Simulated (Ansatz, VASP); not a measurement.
# Two plane-wave programs on Pt

INCAR

```
PREC     = Accurate       # precision mode
ENCUT    = 520            # plane-wave cutoff, eV
EDIFF    = 1E-7           # SCF threshold, eV
ISMEAR   = 0              # smearing method
SIGMA    = 0.15           # smearing width, eV
LREAL    = F              # projectors in reciprocal space
LASPH    = T              # aspherical terms in the spheres
NELM     = 100            # most SCF steps
ALGO     = Fast           # electronic algorithm
ISIF     = 2              # what is computed and relaxed
LWAVE    = F              # write WAVECAR
LCHARG   = T              # write CHGCAR
GGA      = PE             # functional
LELF     = T              # ELF
LVHAR    = T            
NBANDS   = 17             # bands
```

The input KPOINTS:

```
Automatic mesh
0
Gamma
  18 18 10
```

The input POSCAR:

```
Pt
1.0
    2.8068000000      0.0000000000      0.0000000000
   -1.4034000000      2.4307601033      0.0000000000
    0.0000000000      0.0000000000      4.9009000000
Pt
2
Direct
    0.6666666667      0.3333333333      0.7500000000
    0.3333333333      0.6666666667      0.2500000000
```

Input for Ansatz:

```yaml
crystal:
  lattice:
    - [2.8068, 0.0, 0.0]
    - [-1.4034, 2.4307601033, 0.0]
    - [0.0, 0.0, 4.9009]
  atoms:
    - { symbol: Pt, position: [0.6666666667, 0.3333333333, 0.75] }
    - { symbol: Pt, position: [0.3333333333, 0.6666666667, 0.25] }
basis:
  ecutwfc: 420
kpoints:
  mp_grid: { grid: [18, 18, 10] }
hamiltonian:
  xc: pbe
scf:
  occupations: { method: gaussian, width: 0.15 }
output:
  forces: true
  stress: true
  eigenvalues: true
```

Alike in both runs: task single point; functional PBE; k mesh 18 × 18 × 10; occupations gaussian, width 0.15 eV; no spin polarisation.

|  | VASP | Ansatz |
| --- | --- | --- |
| version | VASP 6.6.1 | Ansatz 0.2.0 |
| potentials or method | VASP PAW PBE potentials, release 64 (Pt) | scalar-relativistic, plane waves, PAW |
| plane-wave cutoff (eV) | 520 | 420 |
| valence electrons in the cell | 20 | 36 |

VASP gave:

| Item | Value |
| --- | --- |
| gap on the k mesh at the Fermi level (eV) | none |
| pressure (GPa) | -12.4 |
| largest component of the traceless stress (GPa) | 0.10 |

Question: Estimate Ansatz's values.

Answer: gap on the k mesh at the Fermi level (eV): none; pressure (GPa): -12.0; largest component of the traceless stress (GPa): 0.18.

A gap of «none» marks a metal or a gap that the smearing closes. The two sets of potentials don't hold the same shells in valence.

Spin-orbit coupling is left out, which matters for the levels of Pt.
